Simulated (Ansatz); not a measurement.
Input of an Ansatz 0.2.0 run:

The input input.yaml:

```yaml
crystal:
  lattice:
    - [-1.62691493, 1.62691493, 1.32032985]
    - [1.62691493, -1.62691493, 1.32032985]
    - [1.62691493, 1.62691493, -1.32032985]
  atoms:
    - { symbol: Si, position: [0.0, 0.0, 0.0] }
kpoints:
  mp_grid: { grid: [13, 13, 13] }
  band_path:
    path:
      - [0.0, 0.0, 0.0]
      - [0.0, 0.0, 0.5]
      - [-0.5, 0.5, 0.5]
      - [0.0, 0.0, 0.0]
      - [0.4146551061, 0.4146551061, -0.4146551061]
      - [0.25, 0.25, 0.25]
      - [0.0, 0.5, 0.0]
      - [-0.4146551061, 0.5853448939, 0.4146551061]
    npoints: 8
scf:
  occupations: { method: fermi_dirac, width: 0.05 }
hamiltonian:
  xc: pbesol
  pseudopotentials: { kind: all_electron, lapw: { basis_error: 0.001 } }
output:
  forces: true
  stress: true
  eigenvalues: true
```

Potentials or basis: all-electron LAPW, scalar-relativistic.

Command:

```bash
$ ansatz run input.yaml --threads 1 --pin off --max-ram 3072MiB --backend cpu --events-out ev --progress --plain --runs-dir out
```

**Question.** What does it give for the band gap along the path?

**Answer.** None (metal or under the smearing width).

**Question.** What does it give for the pressure?

**Answer.** 1.0 GPa.

Stress tensor (GPa, compression positive):
```
 1.87  0.00  0.00
 0.00  1.87  0.00
 0.00  0.00 -0.83
```
